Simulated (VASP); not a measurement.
# SnS2 (Berndtite-2T) (P-3m1) in VASP: notebook

One crystal, SnS2 (Berndtite-2T), is run at these levels: PBE; tasks: relaxation of cell and atoms.

All numbers are computed with VASP 6.6.1; they aren't measurements. Logs are shortened: lines on timing, memory, paths and dates and some standing lists are left out, and cuts for length are marked.

**1. The structure**

It takes space group P-3m1 (No. 164, trigonal). Conventional cell: a = 3.639 Å, b = 3.639 Å, c = 5.868 Å, α = 90.00°, β = 90.00°, γ = 120.00°. Sn (site symmetry -3m) has 6 S at 2.56 Å as nearest neighbours. Around S (site symmetry 3m) lie 3 Sn at 2.56 Å.

**2. Relaxation of cell and atoms, PBE**

The input, INCAR:

```
PREC = Accurate ; ENCUT = 300
EDIFF = 1E-6 ; ISMEAR = 0
SIGMA = 0.03 ; LREAL = F
LASPH = T ; NELM = 80
ALGO = Normal ; ISIF = 3
LWAVE = F ; LCHARG = F
GGA = PE ; IBRION = 2
NSW = 90 ; EDIFFG = -0.01
```

The input, KPOINTS:

```
regular mesh
0
Gamma
  5 5 3
```

The input, POSCAR:

```
SnS2
1.0
    3.6390000000      0.0000000000      0.0000000000
   -1.8195000000      3.1514664444      0.0000000000
    0.0000000000      0.0000000000      5.8680000000
Sn S
1 2
Direct
    0.0000000000      0.0000000000      0.0000000000
    0.3333333333      0.6666666667      0.2500000000
    0.6666666667      0.3333333333      0.7500000000
```

Potentials or basis: VASP PAW PBE potentials, release 64 (Sn, S).

Launch:

```sh
$ cat potpaw_PBE.64/Sn/POTCAR potpaw_PBE.64/S/POTCAR > POTCAR
$ mpirun -np 1 vasp_std > vasp.out
```

OUTCAR:

```text
PREC = Accurate
   ENCUT = 300
   EDIFF = 1E-6
   ISMEAR = 0
   LREAL = F
   LASPH = T
   NELM = 80
   ISIF = 3
   GGA = PE
   IBRION = 2
   NSW = 90
   EDIFFG = -0.01

 ion  position               nearest neighbor table
   1  0.000  0.000  0.000-   2 2.56   3 2.56   3 2.56   2 2.56   3 2.56   2 2.56
   2  0.333  0.667  0.250-   1 2.56   1 2.56   1 2.56
   3  0.667  0.333  0.750-   1 2.56   1 2.56   1 2.56

  LATTYP: Found a hexagonal cell.
 ALAT       =     3.6390000000
 C/A-ratio  =     1.6125309151

  Lattice vectors:

 A1 = (   3.6390000000,   0.0000000000,   0.0000000000)
 A2 = (  -1.8195000000,   3.1514664444,   0.0000000000)
 A3 = (   0.0000000000,   0.0000000000,   5.8680000000)

Analysis of symmetry for initial positions (statically):
=====================================================================
 Subroutine PRICEL returns:
 Original cell was already a primitive cell.

 Routine SETGRP: Setting up the symmetry group for a
 hexagonal supercell.

 Subroutine GETGRP returns: Found 12 space group operations
 (whereof 12 operations were pure point group operations)
 out of a pool of 24 trial point group operations.

The static configuration has the point symmetry D_3d.

Analysis of symmetry for dynamics (positions and initial velocities):
=====================================================================
 Subroutine PRICEL returns:
 Original cell was already a primitive cell.

 Routine SETGRP: Setting up the symmetry group for a
 hexagonal supercell.

 Subroutine GETGRP returns: Found 12 space group operations
 (whereof 12 operations were pure point group operations)
 out of a pool of 24 trial point group operations.

The dynamic configuration has the point symmetry D_3d.

 Subroutine INISYM returns: Found 12 space group operations
 (whereof 12 operations are pure point group operations),
 and found     1 'primitive' translations

----------------------------------------------------------------------------------------

                                     Primitive cell

  volume of cell :      67.2953

  direct lattice vectors                    reciprocal lattice vectors
     3.639000000  0.000000000  0.000000000     0.274800769  0.158656298  0.000000000
    -1.819500000  3.151466444  0.000000000     0.000000000  0.317312596  0.000000000
     0.000000000  0.000000000  5.868000000     0.000000000  0.000000000  0.170415815

  length of vectors
     3.639000000  3.639000000  5.868000000     0.317312596  0.317312596  0.170415815

  position of ions in fractional coordinates (direct lattice)
     0.000000000  0.000000000  0.000000000
     0.333333333  0.666666667  0.250000000
     0.666666667  0.333333333  0.750000000

  ion indices of the primitive-cell ions
   primitive index   ion index
                 1           1
                 2           2
                 3           3

----------------------------------------------------------------------------------------

 KPOINTS: regular mesh

Automatic generation of k-mesh.
 Grid dimensions read from file:
 generate k-points for:    5    5    3

 Generating k-lattice:

  Cartesian coordinates                     Fractional coordinates (reciprocal lattice)
     0.054960154  0.031731260  0.000000000     0.200000000  0.000000000  0.000000000
     0.000000000  0.063462519  0.000000000     0.000000000  0.200000000  0.000000000
     0.000000000  0.000000000  0.056805272     0.000000000  0.000000000  0.333333333

  Length of vectors
     0.063462519  0.063462519  0.056805272

  Shift w.r.t. Gamma in fractional coordinates (k-lattice)
     0.000000000  0.000000000  0.000000000

 Subroutine IBZKPT returns following result:
 ===========================================

 Found     12 irreducible k-points:

 Following reciprocal coordinates:
            Coordinates               Weight
  0.000000  0.000000  0.000000      1.000000
  0.200000  0.000000  0.000000      6.000000
  0.400000  0.000000  0.000000      6.000000
  0.200000  0.200000  0.000000      6.000000
  0.400000  0.200000  0.000000      6.000000
  0.000000  0.000000  0.333333      2.000000
  0.200000  0.000000  0.333333      6.000000
  0.000000  0.200000  0.333333      6.000000
  0.400000  0.000000  0.333333      6.000000
  0.000000  0.400000  0.333333      6.000000
  0.200000  0.200000  0.333333     12.000000
  0.400000  0.200000  0.333333     12.000000
   k-points           NKPTS =     12   k-points in BZ     NKDIM =     12   number of bands    NBANDS=     12
   number of dos      NEDOS =    301   number of ions     NIONS =      3
   total plane-waves  NPLWV =  20736
   dimension x,y,z NGX =    24 NGY =   24 NGZ =   36
   dimension x,y,z NGXF=    48 NGYF=   48 NGZF=   72
   ions per type =               1   2
   NGX,Y,Z   is equivalent  to a cutoff of  10.96, 10.96, 10.20 a.u.
   NGXF,Y,Z  is equivalent  to a cutoff of  21.93, 21.93, 20.40 a.u.
 SYSTEM =  unknown system
   PREC   = accura    normal or accurate (medium, high low for compatibility)
   ISTART =      0    job   : 0-new  1-cont  2-samecut
   ICHARG =      2    charge: 1-file 2-atom 10-const
   ISPIN  =      1    spin polarized calculation?
   LNONCOLLINEAR =      F non collinear calculations
   LSORBIT =      F    spin-orbit coupling
   LASPH  =      T    aspherical Exc in radial PAW
   ENCUT  =  300.0 eV  22.05 Ry    4.70 a.u.   5.14  5.14  8.29*2*pi/ulx,y,z
   NELM   =     80;   NELMIN=  2; NELMDL= -5     # of ELM steps
   EDIFF  = 0.1E-05   stopping-criterion for ELM
   LREAL  =      F    real-space projection
   EDIFFG = -.1E-01   stopping-criterion for IOM
   NSW    =     90    number of steps for IOM
   IBRION =      2    ionic relax: 0-MD 1-quasi-New 2-CG
   NFREE  =      1    steps in history (QN), initial steepest desc. (CG)
   ISIF   =      3    stress and relaxation
   ISYM   =      2    0-nonsym 1-usesym 2-fastsym
   POTIM  = 0.5000    time-step for ionic-motion
   TEBEG  =    0.0;   TEEND  =   0.0 temperature during run
   PSTRESS=    0.0 pullay stress
   NELECT =      16.0000    total number of electrons
   NUPDOWN=      -1.0000    fix difference up-down
   EMIN   =  10.00;   EMAX   =-10.00  energy-range for DOS
   EFERMI =   0.00;   METHOD = LEGACY
   ISMEAR =     0;   SIGMA  =   0.03  broadening in eV -4-tet -1-fermi 0-gaus
   EFERMI_NEDOS =   21; number of points for ismear=-14 and -15
   IALGO  =     38    algorithm
   IMIX   =      4    mixing-type and parameters
     AMIX     =   0.40;   BMIX     =  1.00
     AMIX_MAG =   1.60;   BMIX_MAG =  1.00
  volume/ion in A,a.u.               =      22.43       151.38
  Fermi-wavevector in a.u.,A,eV,Ry     =   1.014191  1.916544 13.994735  1.028584
  Thomas-Fermi vector in A             =   2.147404
   LORBIT       =      0    0 simple, 1 ext, 2 COOP (PROOUT), +10 PAW based schemes
   GGA     = PE    functional components
   LHFCALC =     F    Hartree Fock is set to
   AEXX    =    0.0000 exact exchange contribution
   IVDW    =     0    specifies the selected vdW correction
   LEPSILON=     F    determine dielectric tensor
   LRPA    =     F    only Hartree local field effects (RPA)
 conjugate gradient relaxation of ions
 non-spin polarized calculation
 Gauss-broadening in eV      SIGMA  =   0.03
  energy-cutoff  :      300.00
  volume of cell :       67.30
 maximum number of plane-waves:       797
 NGX is ok and might be reduce to    24
   NGX = 11   NGY = 11   NGZ = 17

--------------------------------------- Ionic step        1  -------------------------------------------

 number of electron      16.0000010 magnetization

 Free energy of the ion-electron system (eV)
  ---------------------------------------------------
  ext. energy  EPLUGINS =         0.00000000
  ---------------------------------------------------
  free energy    TOTEN  =       -13.14615271 eV

  energy without entropy =      -13.14615271  energy(sigma->0) =      -13.14615271

 E-fermi :   3.8641     XC(G=0):  -9.6024

 val. band max:        3.7312400579   @ k =   0.0000   0.0000   0.0000
 cond. band min:       5.2129323739   @ k =   0.0000   0.4000   0.3333
 fundamental gap:      1.4816923160
 Fermi energy:         3.8640674851

 k-point     1 :       0.0000    0.0000    0.0000
  band No.  band energies     occupation
      1     -10.1372      2.00000
      2      -8.0378      2.00000
      3      -1.9466      2.00000
      4       3.0866      2.00000
      5       3.0866      2.00000
      6       3.3599      2.00000
      7       3.3599      2.00000
      8       3.7312      2.00000
      9       5.7399      0.00000
     10       7.3999      0.00000
     11       9.1974      0.00000
     12       9.1974      0.00000
[... 267 lines left out ...]
  FREE ENERGIE OF THE ION-ELECTRON SYSTEM (eV)
  ---------------------------------------------------
  free  energy   TOTEN  =       -13.1827731022 eV

  energy  without entropy=      -13.1827731022  energy(sigma->0) =      -13.18277310

[... ionic steps 4 to 10 ...]

--------------------------------------- Ionic step       11  -------------------------------------------

 number of electron      15.9999994 magnetization

------------------------ aborting loop because EDIFF is reached ----------------------------------------

  FORCE on cell =-STRESS in cart. coord.  units (eV):
  Direction    XX          YY          ZZ          XY          YZ          ZX
  --------------------------------------------------------------------------------------
  -------------------------------------------------------------------------------------
  Total        0.0650800      0.0650800     -0.1336895      0.0000000      0.0000000      0.0000000
  in kB        1.4017687      1.4017687     -2.8795581      0.0000000      0.0000000      0.0000000
  external PRESSURE =      -0.0253402 kB  Pullay stress =       0.0000000 kB
[... 59 lines left out ...]
  energy  without entropy=      -13.2058138064  energy(sigma->0) =      -13.20581381

--------------------------------------- Ionic step       13  -------------------------------------------

 number of electron      15.9999995 magnetization

 Free energy of the ion-electron system (eV)
  ---------------------------------------------------
  ext. energy  EPLUGINS =         0.00000000
  ---------------------------------------------------
  free energy    TOTEN  =       -13.20595334 eV

  energy without entropy =      -13.20595334  energy(sigma->0) =      -13.20595334

 E-fermi :   2.6657     XC(G=0):  -9.0319

 val. band max:        2.5243020845   @ k =   0.2000   0.0000   0.0000
 cond. band min:       4.1719105283   @ k =   0.0000   0.4000   0.3333
 fundamental gap:      1.6476084438
 Fermi energy:         2.6657421859

 k-point     1 :       0.0000    0.0000    0.0000
  band No.  band energies     occupation
      1     -10.8026      2.00000
      2      -8.9624      2.00000
      3      -2.6090      2.00000
      4       2.0412      2.00000
      5       2.0412      2.00000
      6       2.3575      2.00000
      7       2.3575      2.00000
      8       2.4513      2.00000
      9       4.4829      0.00000
     10       6.2903      0.00000
     11       7.9802      0.00000
     12       7.9802      0.00000
[... 193 lines left out ...]
  FREE ENERGIE OF THE ION-ELECTRON SYSTEM (eV)
  ---------------------------------------------------
  free  energy   TOTEN  =       -13.2059533372 eV

  energy  without entropy=      -13.2059533372  energy(sigma->0) =      -13.20595334

 reached required accuracy - stopping structural energy minimisation
```

It took 63 s on 1 thread of Intel Xeon Platinum 8375C at 2.90GHz (Ice Lake), shared host; peak memory 0.15 GiB.

Results:

```yaml
Free_energy: -13.2060 eV
Relaxed_volume: 24.88 Å³/atom
Relaxed_cell: a = 3.701 Å, b = 3.701 Å, c = 6.290 Å, α = 90.00°, β = 90.00°, γ = 120.00°
Space_group_after_relaxing_to_0.05_Å: P-3m1 (No. 164)
Energy_gained_by_relaxing: 19.9 meV/atom
Ionic_steps: 13
Pressure_after_relaxing: 0.0 GPa
Largest_force_after_relaxing: 0.008 eV/Å
Band_gap_on_the_k_mesh: 1.65 eV, indirect (least direct gap 1.92 eV)
```

Forces on the atoms (eV/Å):
```
Sn   0.000  0.000  0.000
S    0.000  0.000 -0.008
S    0.000  0.000  0.008
```

The path:
```csv
step,energy change (eV),largest force (eV/Å),pressure (GPa),volume (Å³)
1,0.0000,0.2166,4.06,67.30
2,-0.0087,0.5924,-2.76,72.98
3,-0.0366,0.2397,0.13,70.23
4,-0.0410,0.1705,0.10,70.61
5,-0.0446,0.0533,0.06,71.30
6,-0.0489,0.0435,0.12,71.66
7,-0.0567,0.0151,0.37,72.74
8,-0.0515,0.0579,1.10,74.80
9,-0.0578,0.0251,0.65,73.42
10,-0.0592,0.0756,-0.15,74.60
11,-0.0593,0.0564,0.00,74.38
12,-0.0597,0.0320,-0.01,74.51
13,-0.0598,0.0077,-0.03,74.63
```

Final structure:
```xyz
3
Lattice="3.7014 0.0000 0.0000 -1.8507 3.2055 0.0000 0.0000 0.0000 6.2902" Properties=species:S:1:pos:R:3 pbc="T T T"
Sn    0.0000    0.0000    0.0000
S     0.0000    2.1370    1.4733
S     1.8507    1.0685    4.8169
```

Caveat: the cutoff is under 1.25 times the usual one of these potentials, so pressure, stress and relaxed cells hold a basis-set (Pulay) error; spin-orbit coupling is left out, which moves the levels of the heavy elements; an odd mesh through Γ misses points on the zone boundary, where band edges often lie; this functional lacks dispersion, which binds the layers, so the pressure and a relaxed spacing across them are unreliable; the volume moved by +11 % from the deposited cell, more than functionals usually miss.

[end of part 1 of 2]
